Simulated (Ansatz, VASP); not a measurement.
## GaSb3: VASP beside Ansatz

The input POSCAR:

```
GaSb3
1.0
    0.0000000000      3.7832336954      3.7832336954
    3.7832336954      0.0000000000      3.7832336954
    3.7832336954      3.7832336954      0.0000000000
Ga Sb
1 3
Direct
    0.0000000000      0.0000000000      0.0000000000
    0.2500000000      0.2500000000      0.2500000000
    0.7500000000      0.7500000000      0.7500000000
    0.5000000000      0.5000000000      0.5000000000
```

Contents of INCAR.step1:

```
SYSTEM = GaSb3
  PREC = Accurate
  ENCUT = 520
  ISMEAR = 0
  SIGMA = 0.1
  LREAL = .FALSE.
  LASPH = .TRUE.
  NELM = 80
  NBANDS = 22
  GGA = PE
  ALGO = Normal
  EDIFF = 1E-4
  LWAVE = .TRUE.
  LCHARG = .FALSE.
```

The input INCAR.step2:

```
SYSTEM = GaSb3
  PREC = Accurate
  ENCUT = 520
  EDIFF = 1E-6
  ISMEAR = 0
  SIGMA = 0.1
  LREAL = .FALSE.
  LASPH = .TRUE.
  NELM = 80
  ALGO = Normal
  ISIF = 2
  LWAVE = .FALSE.
  LCHARG = .FALSE.
  METAGGA = R2SCAN
  LMIXTAU = .TRUE.
  NBANDS = 22
  ISTART = 1
```

The input KPOINTS:

```
Automatic mesh
0
G
  10 10 10
  0 0 0
```

Input for Ansatz:

```yaml
crystal:
  lattice:
    - [0.0, 3.7832336954, 3.7832336954]
    - [3.7832336954, 0.0, 3.7832336954]
    - [3.7832336954, 3.7832336954, 0.0]
  atoms:
    - { symbol: Ga, position: [0.0, 0.0, 0.0] }
    - { symbol: Sb, position: [0.25, 0.25, 0.25] }
    - { symbol: Sb, position: [0.75, 0.75, 0.75] }
    - { symbol: Sb, position: [0.5, 0.5, 0.5] }
basis:
  ecutwfc: 500
kpoints:
  mp_grid: { grid: [10, 10, 10] }
hamiltonian:
  xc: r2scan
scf:
  occupations: { method: gaussian, width: 0.1 }
output:
  forces: true
  stress: true
  eigenvalues: true
  populations: true
```

Alike in both runs: task single point; functional r2SCAN; k mesh 10 × 10 × 10; occupations gaussian, width 0.1 eV; no spin polarisation.

|  | VASP | Ansatz |
| --- | --- | --- |
| version | VASP 6.6.1 | Ansatz 0.2.0 |
| potentials or method | VASP PAW PBE potentials, release 64 (Ga_d, Sb) | scalar-relativistic, plane waves, PAW |
| plane-wave cutoff (eV) | 520 | 500 |
| valence electrons in the cell | 28 | 58 |

```csv
,VASP,Ansatz,Ansatz less VASP
gap on the k mesh at the Fermi level (eV),none,none,-
pressure (GPa),-3.5,-3.4,+0.05
```

A gap of «none» marks a metal or a gap that the smearing closes. The two sets of potentials don't hold the same shells in valence.

Caveats: the PAW data sets were made with another functional, which shifts forces and pressure a little (VASP). Spin-orbit coupling is left out, which matters for the levels of Sb.
